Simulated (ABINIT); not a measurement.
# KBr (Fm-3m) in ABINIT: a series of runs

One crystal, KBr, is run at these levels: LDA, r2SCAN; tasks: single point.

Program: ABINIT 10.8.3 (patched build). These are calculated values, not measurements. Logs are shortened: lines on timing, memory, paths and dates and some standing lists are left out, and cuts for length are marked. The log counts tension as positive stress, the text compression.

## 1. The crystal as given

It takes space group Fm-3m (No. 225, cubic). Conventional cell: a = 6.600 Å, b = 6.600 Å, c = 6.600 Å, α = 90.00°, β = 90.00°, γ = 90.00°. Br (site symmetry m-3m) is surrounded by 6 K at 3.30 Å. Around K (site symmetry m-3m) lie 6 Br at 3.30 Å.

## 2. Single point, LDA

File run.abi:

```
pp_dirpath "./"
pseudos "Br.LDA_PW-JTH.xml, K.LDA_PW-JTH.xml"

acell 8.8191718382 8.8191718382 8.8191718382
rprim
     0.0000000000     0.7071067812     0.7071067812
     0.7071067812     0.0000000000     0.7071067812
     0.7071067812     0.7071067812     0.0000000000
ntypat 2
znucl 35 19
natom 2
typat 1 2
xcart
     3.3000000000     3.3000000000     3.3000000000
     0.0000000000     0.0000000000     0.0000000000 Angstrom

ecut 20.0
pawecutdg 40.0

kptopt 1
ngkpt 9 9 9
nshiftk 1
shiftk 0.0 0.0 0.0

ixc 7

nband 12
occopt 3
tsmear 0.05 eV

nstep 100
tolvrs 1.0e-9

iomode 3
prtwf 0
prtden 0
prteig 0
prtebands 0
```

Potentials or basis: JTH PAW LDA v2.0.

The run is started by

```bash
$ abinit run.abi > log 2>&1
```

run.abo:

```text
.Version 10.8.3 of ABINIT
 Symmetries : space group Fm -3 m (#225); Bravais cF (face-center cubic)
================================================================================
 Values of the parameters that define the memory need of the present run
     intxc =       0    ionmov =       0      iscf =      17    lmnmax =      13
     lnmax =       5     mgfft =      36  mpssoang =       3    mqgrid =    3001
     natom =       2  nloc_mem =       2    nspden =       1   nspinor =       1
    nsppol =       1      nsym =      48    n1xccc =       1    ntypat =       2
    occopt =       3   xclevel =       1
       mpw =        2089          nfft =       46656          nkpt =          35
 PAW method is used; the additional fine FFT grid is defined by:
   mgfftf=        54    nfftf =    157464
================================================================================
================================================================================

--------------------------------------------------------------------------------
------------- Echo of variables that govern the present computation ------------
--------------------------------------------------------------------------------
 -outvars: echo values of preprocessed input variables --------
            acell      8.8191718382E+00  8.8191718382E+00  8.8191718382E+00 Bohr
              amu      7.99040000E+01  3.90983000E+01
             ecut      2.00000000E+01 Hartree
              ixc           7
         kptrlatt        9    0    0      0    9    0      0    0    9
          kptrlen      7.93725465E+01
            natom           2
            nband          12
            ngfft          36      36      36
          ngfftdg          54      54      54
             nkpt          35
            nstep         100
             nsym          48
           ntypat           2
           occopt           3
        pawecutdg      4.00000000E+01 Hartree
           prtden           0
        prtebands           0
           prteig           0
            prtwf           0
            rprim      0.0000000000E+00  7.0710678120E-01  7.0710678120E-01
                       7.0710678120E-01  0.0000000000E+00  7.0710678120E-01
                       7.0710678120E-01  7.0710678120E-01  0.0000000000E+00
          spgroup         225
           tolvrs      1.00000000E-09
           tsmear      1.83746611E-03 Hartree
            typat      1  2
           useylm           1
           xangst      3.3000000000E+00  3.3000000000E+00  3.3000000000E+00
                       2.1888834897E-09  2.1888834897E-09  2.1888834897E-09
            xcart      6.2360962155E+00  6.2360962155E+00  6.2360962155E+00
                       4.1363903170E-09  4.1363903170E-09  4.1363903170E-09
             xred      5.0000000033E-01  5.0000000033E-01  5.0000000033E-01
                       3.3164901381E-10  3.3164901381E-10  3.3164901381E-10
            znucl       35.00000   19.00000

================================================================================

 chkinp: Checking input parameters for consistency.

================================================================================
== DATASET  1 ==================================================================

--- !DatasetInfo
iteration_state: {dtset: 1, }
dimensions: {natom: 2, nkpt: 35, mband: 12, nsppol: 1, nspinor: 1, nspden: 1, mpw: 2089, }
cutoff_energies: {ecut:  20.0, pawecutdg:  40.0, }
electrons: {nelect:   1.60000000E+01, charge:   0.00000000E+00, occopt:   3.00000000E+00, tsmear:   1.83746611E-03, }
meta: {optdriver: 0, ionmov: 0, optcell: 0, iscf: 17, paral_kgb: 0, }
...

 Exchange-correlation functional for the present dataset will be:
  LDA: Perdew-Wang 92 LSD fit to Ceperley-Alder data - ixc=7
  J.P.Perdew and Y.Wang, PRB 45, 13244 (1992)

 Real(R)+Recip(G) space primitive vectors, cartesian coordinates (Bohr,Bohr^-1):
 R(1)=  0.0000000  6.2360962  6.2360962  G(1)= -0.0801784  0.0801784  0.0801784
 R(2)=  6.2360962  0.0000000  6.2360962  G(2)=  0.0801784 -0.0801784  0.0801784
 R(3)=  6.2360962  6.2360962  0.0000000  G(3)=  0.0801784  0.0801784 -0.0801784
 Unit cell volume ucvol=  4.8502979E+02 bohr^3
 Angles (23,13,12)=  6.00000000E+01  6.00000000E+01  6.00000000E+01 degrees

 Coarse grid specifications (used for wave-functions):

 getcut: wavevector=  0.0000  0.0000  0.0000  ngfft=  36  36  36
         ecut(hartree)=     20.000   => boxcut(ratio)=   2.02766

 Fine grid specifications (used for densities):

 getcut: wavevector=  0.0000  0.0000  0.0000  ngfft=  54  54  54
         ecut(hartree)=     40.000   => boxcut(ratio)=   2.15139

--- Pseudopotential description ------------------------------------------------
- pspini: atom type   1  psp file is ./Br.LDA_PW-JTH.xml
 Pseudopotential format is: paw10
 basis_size (lnmax)=  4 (lmn_size=  8), orbitals=   0   0   1   1
 Spheres core radius: rc_sph= 2.20918964
 Shapefunction is BESSEL type: shapef(r,l)=aa(1,l)*jl(q(1,l)*r)+aa(2,l)*jl(q(2,l)*r)
 Radius for shape functions =  2.00422552
 Compensation charge density is not taken into account in XC energy/potential

- pspini: atom type   2  psp file is ./K.LDA_PW-JTH.xml
 Pseudopotential format is: paw10
 basis_size (lnmax)=  5 (lmn_size= 13), orbitals=   0   0   1   1   2
 Spheres core radius: rc_sph= 2.10865939
 Shapefunction is SIN type: shapef(r)=[sin(pi*r/rshp)/(pi*r/rshp)]**2
 Radius for shape functions =  2.00653367
 Compensation charge density is not taken into account in XC energy/potential

   6.74552367E+02                                ecore*ucvol(ha*bohr**3)
--------------------------------------------------------------------------------

[... 7 lines left out ...]

     iter   Etot(hartree)      deltaE(h)  residm     nres2
 ETOT  1  -42.326633170719    -4.233E+01 1.283E-01 2.610E+00
 ETOT  2  -42.386225564904    -5.959E-02 2.142E-02 9.443E-01
 ETOT  3  -42.384665614851     1.560E-03 9.962E-04 2.376E-01
 ETOT  4  -42.384318279703     3.473E-04 5.455E-04 1.211E-02
 ETOT  5  -42.384339754735    -2.148E-05 1.378E-03 1.166E-03
 ETOT  6  -42.384341971006    -2.216E-06 2.702E-04 1.015E-04
 ETOT  7  -42.384342125709    -1.547E-07 2.413E-04 2.546E-06
 ETOT  8  -42.384342130128    -4.419E-09 1.176E-04 2.869E-06
 ETOT  9  -42.384342128603     1.525E-09 3.458E-05 4.213E-07
 ETOT 10  -42.384342128451     1.519E-10 5.654E-05 1.104E-07
 ETOT 11  -42.384342128353     9.805E-11 2.104E-05 7.871E-09
 ETOT 12  -42.384342128353    -8.527E-14 2.952E-05 2.518E-09
 ETOT 13  -42.384342128352     1.094E-12 1.392E-05 5.500E-10

 At SCF step   13       nres2   =  5.50E-10 < tolvrs=  1.00E-09 =>converged.

 Cartesian components of stress tensor (hartree/bohr^3)
  sigma(1 1)=  5.40330805E-05  sigma(3 2)=  0.00000000E+00
  sigma(2 2)=  5.40330805E-05  sigma(3 1)=  0.00000000E+00
  sigma(3 3)=  5.40330805E-05  sigma(2 1)=  0.00000000E+00

--- !ResultsGS
iteration_state: {dtset: 1, }
comment   : Summary of ground state results
lattice_vectors:
- [  0.0000000,   6.2360962,   6.2360962, ]
- [  6.2360962,   0.0000000,   6.2360962, ]
- [  6.2360962,   6.2360962,   0.0000000, ]
lattice_lengths: [   8.81917,    8.81917,    8.81917, ]
lattice_angles: [ 60.000,  60.000,  60.000, ] # degrees, (23, 13, 12)
lattice_volume:   4.8502979E+02
convergence: {deltae:  1.094E-12, res2:  5.500E-10, residm:  1.392E-05, diffor: null, }
etotal    :  -4.23843421E+01
entropy   :   0.00000000E+00
fermie    :   2.30506621E-02
cartesian_stress_tensor: # hartree/bohr^3
- [  5.40330805E-05,   0.00000000E+00,   0.00000000E+00, ]
- [  0.00000000E+00,   5.40330805E-05,   0.00000000E+00, ]
- [  0.00000000E+00,   0.00000000E+00,   5.40330805E-05, ]
pressure_GPa:  -1.5897E+00
xred      :
- [  5.0000E-01,   5.0000E-01,   5.0000E-01, Br]
- [  3.3165E-10,   3.3165E-10,   3.3165E-10,  K]
cartesian_forces: # hartree/bohr
- [ -0.00000000E+00,  -0.00000000E+00,  -0.00000000E+00, ]
- [ -0.00000000E+00,  -0.00000000E+00,  -0.00000000E+00, ]
force_length_stats: {min:   0.00000000E+00, max:   0.00000000E+00, mean:   0.00000000E+00, }
...

 Integrated electronic density in atomic spheres:
 ------------------------------------------------
 Atom  Sphere_radius  Integrated_density
    1        2.20919          4.94557593
    2        2.10866          7.13229624

================================================================================

 ----iterations are completed or convergence reached----

 Mean square residual over all n,k,spin=   12.138E-08; max=  13.922E-06
 reduced coordinates (array xred) for    2 atoms
       0.500000000332      0.500000000332      0.500000000332
       0.000000000332      0.000000000332      0.000000000332
 rms dE/dt=  0.0000E+00; max dE/dt=  0.0000E+00; dE/dt below (all hartree)
    1       0.000000000000      0.000000000000      0.000000000000
    2       0.000000000000      0.000000000000      0.000000000000

 cartesian coordinates (angstrom) at end:
    1      3.30000000000000     3.30000000000000     3.30000000000000
    2      0.00000000218888     0.00000000218888     0.00000000218888

 cartesian forces (hartree/bohr) at end:
    1     -0.00000000000000    -0.00000000000000    -0.00000000000000
    2     -0.00000000000000    -0.00000000000000    -0.00000000000000
 frms,max,avg= 0.0000000E+00 0.0000000E+00   0.000E+00  0.000E+00  0.000E+00 h/b

 cartesian forces (eV/Angstrom) at end:
    1     -0.00000000000000    -0.00000000000000    -0.00000000000000
    2     -0.00000000000000    -0.00000000000000    -0.00000000000000
 frms,max,avg= 0.0000000E+00 0.0000000E+00   0.000E+00  0.000E+00  0.000E+00 e/A
 length scales=  8.819171838200  8.819171838200  8.819171838200 bohr
              =  4.666904752647  4.666904752647  4.666904752647 angstroms
 Fermi (or HOMO) energy (hartree) =   0.02305   Average Vxc (hartree)=  -0.29334
 Eigenvalues (hartree) for nkpt=  35  k points:
 kpt#   1, nband= 12, wtk=  0.00137, kpt=  0.0000  0.0000  0.0000 (reduced coord)
  -1.06643   -0.51205   -0.46642   -0.46642   -0.46642   -0.05762   -0.05762   -0.05762
   0.09037    0.21269    0.21269    0.21269
      occupation numbers for kpt#   1
   2.00000    2.00000    2.00000    2.00000    2.00000    2.00000    2.00000    2.00000
   0.00000    0.00000    0.00000    0.00000
 prteigrs : prtvol=0 or 1, do not print more k-points.

--- !EnergyTerms
iteration_state     : {dtset: 1, }
comment             : Components of total free energy in Hartree
kinetic             :  1.29843779046712E+01
hartree             :  9.80713805191023E+00
xc                  : -1.00183197562902E+01
Ewald energy        : -2.93989375833300E+01
psp_core            :  1.39074418925676E+00
local_psp           : -3.36704091782326E+01
PAW spherical_terms :  6.52105910159380E+00
internal            : -4.23843472704208E+01
'-kT*entropy'       :  1.25327081198538E-15
total_energy        : -4.23843472704208E+01
total_energy_eV     : -1.15333684435921E+03
...

--- !EnergyTermsDC
iteration_state     : {dtset: 1, }
comment             : '"Double-counting" decomposition of free energy'
band_energy         : -6.41648495299805E+00
Ewald energy        : -2.93989375833300E+01
psp_core            :  1.39074418925676E+00
xc_dc               : -1.02734131478947E+01
PAW spherical_terms :  2.31374936661427E+00
internal            : -4.23843421283518E+01
'-kT*entropy'       :  1.25327081198538E-15
total_energy_dc     : -4.23843421283518E+01
total_energy_dc_eV  : -1.15333670443638E+03
...

--- !EnergyTermsWithPAWCore
iteration_state     : {dtset: 1, }
comment             : 'Components of total free energy, including PAW core contributions'
Total energy        : -3.20392364175450E+03
Total energy DC     : -3.20392363661243E+03
Total energy (eV)   : -8.71832037184118E+04
Total energy DC (eV): -8.71832035784889E+04
...

 Cartesian components of stress tensor (hartree/bohr^3)
  sigma(1 1)=  5.40330805E-05  sigma(3 2)=  0.00000000E+00
  sigma(2 2)=  5.40330805E-05  sigma(3 1)=  0.00000000E+00
  sigma(3 3)=  5.40330805E-05  sigma(2 1)=  0.00000000E+00

-Cartesian components of stress tensor (GPa)         [Pressure= -1.5897E+00 GPa]
- sigma(1 1)=  1.58970811E+00  sigma(3 2)=  0.00000000E+00
- sigma(2 2)=  1.58970811E+00  sigma(3 1)=  0.00000000E+00
- sigma(3 3)=  1.58970811E+00  sigma(2 1)=  0.00000000E+00

== END DATASET(S) ==============================================================
================================================================================

 -outvars: echo values of variables after computation  --------
            acell      8.8191718382E+00  8.8191718382E+00  8.8191718382E+00 Bohr
           etotal     -4.2384342128E+01
            fcart     -0.0000000000E+00 -0.0000000000E+00 -0.0000000000E+00
                      -0.0000000000E+00 -0.0000000000E+00 -0.0000000000E+00
            rprim      0.0000000000E+00  7.0710678120E-01  7.0710678120E-01
                       7.0710678120E-01  0.0000000000E+00  7.0710678120E-01
                       7.0710678120E-01  7.0710678120E-01  0.0000000000E+00
           strten      5.4033080516E-05  5.4033080516E-05  5.4033080516E-05
                       0.0000000000E+00  0.0000000000E+00  0.0000000000E+00
           xangst      3.3000000000E+00  3.3000000000E+00  3.3000000000E+00
                       2.1888834897E-09  2.1888834897E-09  2.1888834897E-09
             xred      5.0000000033E-01  5.0000000033E-01  5.0000000033E-01
                       3.3164901381E-10  3.3164901381E-10  3.3164901381E-10
 Calculation completed.
```

It took 25 s on 1 thread of Arm Neoverse V2, shared host; peak memory 0.13 GiB.

Results:

| Quantity | Value |
| --- | --- |
| Free energy | -1153.3367 eV |
| Pressure | -1.6 GPa |
| Band gap on the k mesh | 4.03 eV, direct |
| Valence electrons inside the program's atomic spheres | Br 4.95; K 7.13 |

Levels at points of the mesh, in eV from the valence-band top:
```
           k point  band 6  band 7  band 8  band 9  band 10  band 11
(0.00, 0.00, 0.00)    0.00    0.00    0.00    4.03     7.36     7.36
```

Caveat: an odd mesh through Γ misses points on the zone boundary, where band edges often lie.

## 3. Single point, r2SCAN

File run.abi:

```
# Pseudopotentials
pp_dirpath "./"
pseudos "Br.GGA_PBE-JTH.xml, K.GGA_PBE-JTH.xml"

# Structure
acell 3*1.0
rprim
     0.0000000000     6.2360962113     6.2360962113
     6.2360962113     0.0000000000     6.2360962113
     6.2360962113     6.2360962113     0.0000000000
ntypat 2
znucl 35 19
natom 2
typat 1 2
xred
     0.5000000000     0.5000000000     0.5000000000
     0.0000000000     0.0000000000     0.0000000000

# Plane-wave basis
ecut 19.0
pawecutdg 38.0

# k points
kptopt 1
ngkpt 4 4 4
nshiftk 1
shiftk 0.0 0.0 0.0

# Exchange and correlation
ixc -497498
usekden 1
pawxcdev 0

# Bands and occupations
nband 12
occopt 3
tsmear 0.05 eV

# SCF cycle
nstep 100
tolvrs 1.0e-7

# Output
iomode 3
prtwf 0
prtden 0
prteig 0
prtebands 0
```

Potentials or basis: JTH PAW PBE v2.0.

The run is started by

```bash
$ abinit run.abi > log 2>&1
```

It took 30 s on 1 thread of Intel Xeon Platinum 8488C (Sapphire Rapids), shared host; peak memory 0.15 GiB.

Results (log left out):

```
Free energy                                           : -779.3453 eV
Pressure                                              : 0.5 GPa
Band gap on the k mesh                                : 5.07 eV, direct
Valence electrons inside the program's atomic spheres : Br 4.96; K 7.15
```

Levels at points of the mesh, in eV from the valence-band top:
```csv
k point,band 6,band 7,band 8,band 9,band 10,band 11
"(0.00, 0.00, 0.00)",0.00,0.00,0.00,5.07,8.24,8.24
"(0.50, 0.00, 0.00)",-1.17,-0.33,-0.33,7.12,8.88,10.54
"(0.50, 0.50, 0.00)",-0.83,-0.29,-0.29,6.36,8.03,10.14
```

Caveat: totals of a meta-GGA on PAW files have another zero than those of a GGA; the PAW data sets were made with another functional, which shifts forces and pressure a little. r2SCAN opens gaps a little over a GGA but as a rule still falls short of measured ones.
